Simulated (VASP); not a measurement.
# GaAs (F-43m) in VASP: notebook, part 2 of 2

VASP 6.6.1.

## Step 4: Band structure, RPBE

POSCAR

```
GaAs
1.0
    0.0000000000      2.8268500000      2.8268500000
    2.8268500000      0.0000000000      2.8268500000
    2.8268500000      2.8268500000      0.0000000000
As Ga
1 1
Direct
    0.7500000000      0.7500000000      0.7500000000
    0.0000000000      0.0000000000      0.0000000000
```

INCAR.step1

```
ALGO = Fast
EDIFF = 1E-7
ENCUT = 520
GGA = RP
ISIF = 2
ISMEAR = -1
LASPH = True
LCHARG = True
LREAL = False
LWAVE = False
NBANDS = 16
NELM = 60
PREC = Accurate
SIGMA = 0.05
```

KPOINTS.step1

```
k-points
0
Gamma
  8 8 8
```

INCAR.step2

```
ALGO = Fast
EDIFF = 1E-7
ENCUT = 520
GGA = RP
ICHARG = 11
ISIF = 2
ISMEAR = 0
LASPH = True
LCHARG = False
LREAL = False
LWAVE = False
NBANDS = 16
NELM = 60
PREC = Accurate
SIGMA = 0.05
```

KPOINTS.step2

```
path GXWKGLUWLK,UX
10
line-mode
reciprocal
 0.0000000000  0.0000000000  0.0000000000  G
 0.5000000000  0.0000000000  0.5000000000  X

 0.5000000000  0.0000000000  0.5000000000  X
 0.5000000000  0.2500000000  0.7500000000  W

 0.5000000000  0.2500000000  0.7500000000  W
 0.3750000000  0.3750000000  0.7500000000  K

 0.3750000000  0.3750000000  0.7500000000  K
 0.0000000000  0.0000000000  0.0000000000  G

 0.0000000000  0.0000000000  0.0000000000  G
 0.5000000000  0.5000000000  0.5000000000  L

 0.5000000000  0.5000000000  0.5000000000  L
 0.6250000000  0.2500000000  0.6250000000  U

 0.6250000000  0.2500000000  0.6250000000  U
 0.5000000000  0.2500000000  0.7500000000  W

 0.5000000000  0.2500000000  0.7500000000  W
 0.5000000000  0.5000000000  0.5000000000  L

 0.5000000000  0.5000000000  0.5000000000  L
 0.3750000000  0.3750000000  0.7500000000  K

 0.6250000000  0.2500000000  0.6250000000  U
 0.5000000000  0.0000000000  0.5000000000  X
```

Run with:

```
$ cat potpaw_PBE.64/As/POTCAR potpaw_PBE.64/Ga_d/POTCAR > POTCAR
$ cp INCAR.step1 INCAR
$ cp KPOINTS.step1 KPOINTS
$ mpirun -np 1 vasp_std > vasp.out
$ cp INCAR.step2 INCAR
$ cp KPOINTS.step2 KPOINTS
$ mpirun -np 1 vasp_std > vasp.out
```

Wall time 59 s (1 thread of AMD EPYC 7R13 (Zen 3), shared host); peak memory 0.18 GiB.

Results (log left out):

| Quantity | Value |
| --- | --- |
| Band gap on the k mesh | 0.65 eV, direct |
| Band gap along the path | 0.64 eV, direct |

Levels at the corners of the path, in eV from the valence-band top:
| point | band 6 | band 7 | band 8 | band 9 | band 10 | band 11 | band 12 | band 13 |
| --- | --- | --- | --- | --- | --- | --- | --- | --- |
| Γ | -12.69 | 0.00 | 0.00 | 0.00 | 0.64 | 3.75 | 3.75 | 3.75 |
| X | -10.19 | -6.78 | -2.67 | -2.67 | 1.56 | 1.73 | 10.22 | 10.22 |
| X | -10.19 | -6.78 | -2.67 | -2.67 | 1.56 | 1.73 | 10.22 | 10.22 |
| W | -10.13 | -6.60 | -3.51 | -3.31 | 4.66 | 4.80 | 5.47 | 6.12 |
| W | -10.13 | -6.60 | -3.51 | -3.31 | 4.66 | 4.80 | 5.47 | 6.12 |
| K | -10.23 | -6.59 | -3.83 | -2.25 | 2.04 | 4.70 | 8.03 | 8.08 |
| K | -10.23 | -6.59 | -3.83 | -2.25 | 2.04 | 4.70 | 8.03 | 8.08 |
| Γ | -12.69 | 0.00 | 0.00 | 0.00 | 0.64 | 3.75 | 3.75 | 3.75 |
| Γ | -12.69 | 0.00 | 0.00 | 0.00 | 0.64 | 3.75 | 3.75 | 3.75 |
| L | -10.93 | -6.60 | -1.14 | -1.14 | 1.09 | 4.66 | 4.66 | 7.92 |
| L | -10.93 | -6.60 | -1.14 | -1.14 | 1.09 | 4.66 | 4.66 | 7.92 |
| U | -10.23 | -6.59 | -3.83 | -2.25 | 2.04 | 4.70 | 8.03 | 8.08 |
| U | -10.23 | -6.59 | -3.83 | -2.25 | 2.04 | 4.70 | 8.03 | 8.08 |
| W | -10.13 | -6.60 | -3.51 | -3.31 | 4.66 | 4.80 | 5.47 | 6.12 |
| W | -10.13 | -6.60 | -3.51 | -3.31 | 4.66 | 4.80 | 5.47 | 6.12 |
| L | -10.93 | -6.60 | -1.14 | -1.14 | 1.09 | 4.66 | 4.66 | 7.92 |
| L | -10.93 | -6.60 | -1.14 | -1.14 | 1.09 | 4.66 | 4.66 | 7.92 |
| K | -10.23 | -6.59 | -3.83 | -2.25 | 2.04 | 4.70 | 8.03 | 8.08 |
| U | -10.23 | -6.59 | -3.83 | -2.25 | 2.04 | 4.70 | 8.03 | 8.08 |
| X | -10.19 | -6.78 | -2.67 | -2.67 | 1.56 | 1.73 | 10.22 | 10.22 |

Caveat: the log is that of the step along the path at fixed density, whose energy, stress, charges and moments have no meaning; the PAW data sets were made with another functional, which shifts forces and pressure a little.

## Step 5: Band structure, revPBE

INCAR

```
PREC = Accurate
ENCUT = 520
EDIFF = 1E-6
ISMEAR = -1
SIGMA = 0.05
LREAL = F
LASPH = T
NELM = 60
ALGO = Normal
ISIF = 2
LWAVE = F
LCHARG = F
GGA = RE
```

KPOINTS

```
regular mesh
0
Gamma
  8 8 8
```

POSCAR is that of step 4.

KPOINTS_OPT

```
path GXWKGLUWLK,UX
10
line-mode
reciprocal
 0.0000000000  0.0000000000  0.0000000000  G
 0.5000000000  0.0000000000  0.5000000000  X

 0.5000000000  0.0000000000  0.5000000000  X
 0.5000000000  0.2500000000  0.7500000000  W

 0.5000000000  0.2500000000  0.7500000000  W
 0.3750000000  0.3750000000  0.7500000000  K

 0.3750000000  0.3750000000  0.7500000000  K
 0.0000000000  0.0000000000  0.0000000000  G

 0.0000000000  0.0000000000  0.0000000000  G
 0.5000000000  0.5000000000  0.5000000000  L

 0.5000000000  0.5000000000  0.5000000000  L
 0.6250000000  0.2500000000  0.6250000000  U

 0.6250000000  0.2500000000  0.6250000000  U
 0.5000000000  0.2500000000  0.7500000000  W

 0.5000000000  0.2500000000  0.7500000000  W
 0.5000000000  0.5000000000  0.5000000000  L

 0.5000000000  0.5000000000  0.5000000000  L
 0.3750000000  0.3750000000  0.7500000000  K

 0.6250000000  0.2500000000  0.6250000000  U
 0.5000000000  0.0000000000  0.5000000000  X
```

Run with:

```
$ cat potpaw_PBE.64/As/POTCAR potpaw_PBE.64/Ga_d/POTCAR > POTCAR
$ mpirun -np 1 vasp_std > vasp.out
```

Run time: 33 s. Hardware: 1 thread of AMD EPYC 7R13 (Zen 3), shared host; peak memory 0.15 GiB.

Results (log left out):

| Item | Value |
| --- | --- |
| Free energy | -7.6465 eV |
| Pressure | 4.8 GPa |
| Band gap on the k mesh | 0.61 eV, direct |
| Band gap along the path | 0.61 eV, direct |

Levels at the corners of the path, in eV from the valence-band top:
```
point  band 6  band 7  band 8  band 9  band 10  band 11  band 12  band 13
    Γ  -12.70    0.00    0.00    0.00     0.61     3.75     3.75     3.75
    X  -10.20   -6.79   -2.67   -2.67     1.54     1.71    10.21    10.21
    X  -10.20   -6.79   -2.67   -2.67     1.54     1.71    10.21    10.21
    W  -10.14   -6.60   -3.52   -3.32     4.65     4.78     5.46     6.09
    W  -10.14   -6.60   -3.52   -3.32     4.65     4.78     5.46     6.09
    K  -10.23   -6.60   -3.84   -2.25     2.02     4.68     8.01     8.08
    K  -10.23   -6.60   -3.84   -2.25     2.02     4.68     8.01     8.08
    Γ  -12.70    0.00    0.00    0.00     0.61     3.75     3.75     3.75
    Γ  -12.70    0.00    0.00    0.00     0.61     3.75     3.75     3.75
    L  -10.94   -6.61   -1.14   -1.14     1.07     4.66     4.66     7.87
    L  -10.94   -6.61   -1.14   -1.14     1.07     4.66     4.66     7.87
    U  -10.23   -6.60   -3.84   -2.25     2.02     4.68     8.01     8.08
    U  -10.23   -6.60   -3.84   -2.25     2.02     4.68     8.01     8.08
    W  -10.14   -6.60   -3.52   -3.32     4.65     4.78     5.46     6.09
    W  -10.14   -6.60   -3.52   -3.32     4.65     4.78     5.46     6.09
    L  -10.94   -6.61   -1.14   -1.14     1.07     4.66     4.66     7.87
    L  -10.94   -6.61   -1.14   -1.14     1.07     4.66     4.66     7.87
    K  -10.23   -6.60   -3.84   -2.25     2.02     4.68     8.01     8.08
    U  -10.23   -6.60   -3.84   -2.25     2.02     4.68     8.01     8.08
    X  -10.20   -6.79   -2.67   -2.67     1.54     1.71    10.21    10.21
```

Caveat: the PAW data sets were made with another functional, which shifts forces and pressure a little.

## Step 6: Summary

```csv
level,spin,k mesh,gap on the mesh (eV),pressure (GPa)
PBEsol,off,8 × 8 × 8,0.46,0.3
PBEsol,"SOC, no magnetisation",6 × 6 × 6,-,0.3
RPBE,off,8 × 8 × 8,0.65,-
revPBE,off,8 × 8 × 8,0.61,4.8
```

Alike in all rows: task band structure; potentials or basis VASP PAW PBE potentials, release 64 (As, Ga_d); cell as given; cutoff (eV) 520; smearing fermi-dirac 0.05 eV.

On the cell as given the gap runs from 0.46 eV (PBEsol) to 0.64 eV (RPBE). The pressure there spans 0.3 GPa (PBEsol) to 4.8 GPa (revPBE); a positive pressure means that this level wants a larger cell, a negative one a smaller.

Caveats: the PAW data sets were made with another functional, which shifts forces and pressure a little.

Absolute energies hang on the potentials; compare differences alone.

## Step 7: Comparison with measurements

Step 2. Against the measured gap of GaAs, 1.418 eV (direct; 300 K; “Evidence of valence band perturbations in GaAsN/GaAs(001): A combined variable-angle spectroscopic ellipsometry and modulated photoreflectance investigation”, 2008, arxiv:0805.2212), the calculated 0.46 eV is off by -0.96 eV. 3 values of this kind are on record (1.412 to 1.51 eV); this one was drawn at random among those near their median, those with a stated uncertainty first. Spin-orbit coupling on As, Ga is left out. The value is that of PBEsol, without temperature or zero-point motion. Semilocal functionals fall short of measured gaps as a rule.

Step 4. A measured gap of GaAs is 1.412 eV (direct; 300 K; “Evidence of valence band perturbations in GaAsN/GaAs(001): A combined variable-angle spectroscopic ellipsometry and modulated photoreflectance investigation”, 2008, arxiv:0805.2212); the calculated 0.64 eV misses it by -0.77 eV. 3 values of this kind are on record (1.412 to 1.51 eV); this one was drawn at random among those near their median, those with a stated uncertainty first. Spin-orbit coupling on As, Ga is left out. The value is that of RPBE, without temperature or zero-point motion. Semilocal functionals fall short of measured gaps as a rule.

Step 5. A measured gap of GaAs is 1.412 eV (direct; 300 K; “Evidence of valence band perturbations in GaAsN/GaAs(001): A combined variable-angle spectroscopic ellipsometry and modulated photoreflectance investigation”, 2008, arxiv:0805.2212); the calculated 0.61 eV misses it by -0.80 eV. 3 values of this kind are on record (1.412 to 1.51 eV); this one was drawn at random among those near their median, those with a stated uncertainty first. Spin-orbit coupling on As, Ga is left out. The value is that of revPBE, without temperature or zero-point motion. Semilocal functionals fall short of measured gaps as a rule.
